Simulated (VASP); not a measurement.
Wanted: the native input for a VASP 6.6.1 run.

* Task: relaxation of cell and atoms
* Functional: PBE
* Potentials or basis: VASP PAW PBE potentials, release 64 (Al, O)
* Cutoff: 600 eV
* k mesh: 8 × 8 × 3
* Occupations: fermi-dirac, width 0.05 eV
* Spin: no spin polarisation
* Target pressure: 20 GPa
* Further INCAR settings: ALGO = Normal; EDIFF = 1e-07; IBRION = 2; EDIFFG = -0.01; NSW = 60; ISIF = 3
* Target pressure: 20 GPa

The structure of Al2O3 lies in POSCAR:

```
Al2O3
1.0
    2.8843249483      0.0000000000      0.0000000000
   -1.4421624742      2.4978986780      0.0000000000
    0.0000000000      0.0000000000      9.3367544600
Al O
2 3
Direct
    0.0000000000      0.0000000000      0.8500076700
    0.0000000000      0.0000000000      0.1499923300
    0.3333333333      0.6666666667      0.7776830800
    0.6666666667      0.3333333333      0.0000000000
    0.3333333333      0.6666666667      0.2223169200
```

Measurements of this composition are mostly on another form, of space group No. 167.

These files were run (other wordings do the same):

INCAR

```
SYSTEM = Al2O3
ALGO = Normal ; EDIFF = 1E-7
EDIFFG = -0.01 ; ENCUT = 600
GGA = PE ; IBRION = 2
ISIF = 3 ; ISMEAR = -1
LASPH = .TRUE. ; LCHARG = .FALSE.
LREAL = .FALSE. ; LWAVE = .FALSE.
NELM = 80 ; NSW = 60
PREC = Accurate ; PSTRESS = 200
SIGMA = 0.05
```

KPOINTS

```
k-points
0
G
  8 8 3
  0 0 0
```

Potentials or basis: VASP PAW PBE potentials, release 64 (Al, O).

Launch:

```bash
$ cat potpaw_PBE.64/Al/POTCAR potpaw_PBE.64/O/POTCAR > POTCAR
$ mpirun -np 1 vasp_std > vasp.out
```

Results of the run:

```
Relaxed volume                                         : 9.02 Å³/atom
Relaxed cell                                           : a = 2.802 Å, b = 2.802 Å, c = 6.631 Å, α = 90.00°, β = 90.00°, γ = 120.00°
Space group after relaxing (to 0.05 Å)                 : P-6m2 (No. 187)
Energy change on relaxing (the enthalpy is what falls) : +83.0 meV/atom
Ionic steps                                            : 34
Pressure after relaxing                                : 20.1 GPa
Largest force after relaxing                           : 0.008 eV/Å
Band gap on the k mesh                                 : 4.69 eV, indirect (least direct gap 4.76 eV)
```

Caveat: the cell is relaxed towards a set pressure, so the enthalpy falls and the energy may rise; the volume moved by over 15 % at a fixed basis, so the end points are rough; an odd mesh through Γ misses points on the zone boundary, where band edges often lie.

Wall time 11 min on 1 thread of Intel(R) Xeon(R) Platinum 8259CL CPU @ 2.50GHz (Skylake/Cascade Lake), on a shared host, peak memory 0.22 GiB.
